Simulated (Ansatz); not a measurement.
**ZnF$_{2}$ (P4_2/mnm): what a change of settings does**

```
CELL_PARAMETERS angstrom
4.63059 0.00000 0.00000
0.00000 4.63059 0.00000
0.00000 0.00000 3.08808
ATOMIC_POSITIONS crystal
Zn 0.00000 0.00000 0.00000
Zn 0.50000 0.50000 0.50000
F 0.30327 0.30327 0.00000
F 0.19673 0.80327 0.50000
F 0.69673 0.69673 0.00000
F 0.80327 0.19673 0.50000
```

Conventional cell: a = 4.631 Å, b = 4.631 Å, c = 3.088 Å, α = 90.00°, β = 90.00°, γ = 90.00°. Zn (atom 1) has 6 F at 1.99 to 2.01 Å as nearest neighbours. F (atom 3) has 3 Zn at 1.99 to 2.01 Å as nearest neighbours.

Unless marked otherwise, the numbers come from LDA, all-electron LAPW in Ansatz 0.2.0, scalar-relativistic. k mesh 4×4×6, fine mesh 6×6×10, fixed occupations, basis error target 1 meV/atom. The cell was relaxed by PAW under this functional, which moved its volume by -5 % from the database entry's.

With these settings the run gives a gap of 3.466 eV on the fine mesh, ε∞,xx = 2.56 without local fields.

(1) The run is repeated in the same cell with scf.occupations.method from fixed to cold; scf.occupations.width from its default to 0.3. What moves, and by how much?

Results:

(1) gap: +0 eV; ε∞,xx: +0.42 %.

Known limits: semilocal gaps are low, and what follows the gap (onsets, screening, light masses) shifts with it; filled d bands lie too high at this level, so their transitions start too early.
